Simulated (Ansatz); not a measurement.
Ta:

```
Ta
1.0
    -1.65128    1.65128    1.65128
     1.65128   -1.65128    1.65128
     1.65128    1.65128   -1.65128
Ta
1
Cartesian
  0.0000 0.0000 0.0000
```

Base run:

- Program: Ansatz 0.2.0
- Functional: PBEsol
- Potentials or basis: all-electron LAPW, scalar-relativistic
- Cutoff: 262 eV (chosen from the basis error)
- Basis error allowed: 0.001 eV/atom
- k mesh: 11 × 11 × 11
- Occupations: fermi-dirac, width 0.05 eV
- Spin: no spin polarisation

Its results: pressure -4.4 GPa.

Task: The run is repeated on the same cell with these changes: functional from PBEsol to BLYP. What comes out?

Result: Pressure 8.7 GPa.

BLYP binds less tightly than PBEsol, so the same cell stands under more pressure.
